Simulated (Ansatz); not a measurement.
## Al$_{2}$Ru: zone-centre modes

Theory: DFT PBEsol, scalar-relativistic, plane waves, PAW in Ansatz 0.2.0. The runs took a 420 eV cutoff, a Γ-centred 10×10×10 mesh and Gaussian smearing (0.03 eV). No spin polarisation.

The starting cell (relaxed at this level; it needn't be the usual structure):

```
CELL_PARAMETERS angstrom
0.00000 3.98765 4.38508
2.35057 0.00000 4.38508
2.35057 3.98765 0.00000
ATOMIC_POSITIONS crystal
Al 0.07895 0.42105 0.07895
Al 0.42105 0.07895 0.42105
Al 0.17105 0.82895 0.17105
Al 0.82895 0.17105 0.82895
Ru 0.75000 0.75000 0.75000
Ru 0.50000 0.50000 0.50000
```

Harmonic modes by finite displacements of 0.02 Å, without the LO–TO term.

Q: At this geometry, is the structure stable against these modes?

A: Yes: no mode is imaginary beyond 10 cm⁻¹, and only the three translations lie near zero.

Q: List the wavenumbers in cm⁻¹.

A: 0, 0, 0, 133, 180, 207, 224, 242, 244, 244, 267, 297, 348, 354, 380, 391, 414, 470.

Cost: 1 run of about 10 core-minutes, on Intel Xeon 6975P-C (Granite Rapids) (shared hosts).